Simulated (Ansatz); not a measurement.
## Calculated with Ansatz: TiPbO3, relaxation

Input:

```yaml
crystal:
  lattice:
    - [3.96378956, 3.96378956, 0.0]
    - [0.0, 3.96378956, 4.04301715]
    - [3.96378956, 0.0, 4.04301715]
  atoms:
    - { symbol: Pb, position: [0.0, 0.0, 0.0] }
    - { symbol: Pb, position: [0.5, 0.5, 0.5] }
    - { symbol: Ti, position: [0.2385, 0.2615, 0.2615] }
    - { symbol: Ti, position: [0.7385, 0.7615, 0.7615] }
    - { symbol: O, position: [0.467, 0.033, 0.033] }
    - { symbol: O, position: [0.967, 0.533, 0.533] }
    - { symbol: O, position: [0.4665, 0.5335, 0.0335] }
    - { symbol: O, position: [0.9665, 0.0335, 0.5335] }
    - { symbol: O, position: [0.4665, 0.0335, 0.5335] }
    - { symbol: O, position: [0.9665, 0.5335, 0.0335] }
  symmetry: { tolerance: 0.0003 }
kpoints:
  mp_grid: { grid: [6, 6, 6], shift: [0, 0, 0] }
magnetization:
  spin_polarized: false
scf:
  occupations: { method: cold, width: 0.0269 }
  lower_state_search: "off"
hamiltonian:
  pseudopotentials: { kind: paw }
  xc: r2scan
  hubbard:
    projectors: all-electron-ortho-atomic
    sites: [{ species: Ti, l: d, u_eff: 6.18 }]
basis:
  ecutwfc: 500
  fft_grid_basis: typed
relax:
  max_steps: 80
  cell: { p_target: 0.0 }
  f_tol: 0.03
output:
  forces: true
  stress: true
  eigenvalues: true
  bader: true
  populations: true
  elf: true
  write_potential: true
  volumetric_format: npy
  dos:
    e_range: [-12, 8]
    de: 0.05
    projected: { site_lists: { O: [O], Pb: [Pb], Ti: [Ti] } }
  write_density: true
checkpoint:
  read: saved_state
```

The command:

```bash
ansatz run input.yaml --threads 2 --pin off --max-ram 2560MiB --backend cpu --events-out ev --progress --plain --runs-dir out
```

Origin of the cell: a database entry, scaled a little.

The saved state is a converged single point of the same cell.

Steps («new basis» is an SCF on plane waves selected anew at the same cell):

```tsv
step	ΔF (meV/atom)	max force component (eV/Å)	P (GPa)	volume (Å³)	SCF iterations	step was
1	0.0	0.301	-2.59	127.04	7	accepted
2	-5.8	0.212	1.02	124.95	7	accepted
3	-6.4	0.168	0.58	125.04	6	accepted
4	-6.8	0.165	0.12	125.57	6	accepted
5	-7.5	0.055	0.19	125.98	6	accepted
6	-8.1	0.011	-0.28	127.29	7	accepted
7	-8.5	0.050	0.01	127.68	7	accepted
8	-8.6	0.024	-0.08	128.20	7	accepted
9	-8.6	0.002	0.01	128.40	7	accepted
10	-8.7	0.003	0.01	128.40	6	new basis
```

The starting structure.

Space group P4mm (No. 99); the run's cell has a = 5.606 Å, b = 5.662 Å, c = 5.662 Å, α = 59.34°, β = 60.33°, γ = 60.33°. Shortest distances: O–Ti 1.85 Å, O–Pb 2.64 Å, O–O 2.80 Å, Pb–Ti 3.40 Å.

After:

Space group P4mm (No. 99); the run's cell has a = 5.546 Å, b = 5.728 Å, c = 5.728 Å, α = 57.91°, β = 61.04°, γ = 61.04°. Shortest distances: O–Ti 1.80 Å, O–Pb 2.51 Å, O–O 2.77 Å, Pb–Ti 3.36 Å.

```
CELL_PARAMETERS angstrom
3.92148 3.92148 0.00000
0.00000 3.92148 4.17464
3.92148 0.00000 4.17464
ATOMIC_POSITIONS crystal
Pb 0.01850 0.98150 0.98150
Pb 0.51850 0.48150 0.48150
Ti 0.24581 0.25419 0.25419
Ti 0.74581 0.75419 0.75419
O 0.46129 0.03871 0.03871
O 0.96129 0.53871 0.53871
O 0.45645 0.54355 0.04355
O 0.95645 0.04355 0.54355
O 0.45645 0.04355 0.54355
O 0.95645 0.54355 0.04355
```

| Item | Value |
| --- | --- |
| Free energy lowered by | 8.7 meV/atom |
| Volume change | 1.06 % |
| Final pressure | 0.01 GPa |
| Relaxation steps listed | 10 |
| Gap on the mesh | 3.03 eV |

Caveats: no spin-orbit coupling, though heavy elements are present; the relaxation held the start's symmetry, so the end may be a saddle point.

The run took 180 s of wall time on 2 CPU thread(s) of a shared host, from a saved density.
